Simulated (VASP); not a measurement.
BeTe, 2 atoms in the cell. It takes space group F-43m (No. 216, cubic). The conventional cell has a = 5.540 Å, b = 5.540 Å, c = 5.540 Å, α = 90.00°, β = 90.00°, γ = 90.00°. Around Be (site symmetry -43m) lie 4 Te at 2.40 Å. Te (site symmetry -43m) has 4 Be at 2.40 Å as nearest neighbours. 

| Item | Value |
| --- | --- |
| Program | VASP 6.6.1 |
| Task | relaxation of cell and atoms |
| Functional | PBEsol |
| Potentials or basis | VASP PAW PBE potentials, release 64 (Be, Te) |
| Cutoff | 600 eV |
| k mesh | 8 × 8 × 8 |
| Occupations | gaussian, width 0.03 eV |
| Spin | no spin polarisation |
| Further INCAR settings | ALGO = Normal; EDIFF = 1e-06; IBRION = 2; EDIFFG = -0.01; NSW = 90; ISIF = 3 |

Potentials or basis: VASP PAW PBE potentials, release 64 (Be, Te).

The run is started by

```bash
$ cat potpaw_PBE.64/Be/POTCAR potpaw_PBE.64/Te/POTCAR > POTCAR
$ mpirun -np 8 vasp_std > vasp.out
```

Hardware: 8 MPI ranks on Intel(R) Xeon(R) 6975P-C (Granite Rapids) (shared host).

**Question.** How long does it take, and how much memory?

**Answer.** Run time: 6.1 s on 8 MPI ranks on Intel(R) Xeon(R) 6975P-C (Granite Rapids), with other jobs on the host, peak memory 0.19 GiB a rank. Counts: scf iterations 25, k points 29, ion steps 3.
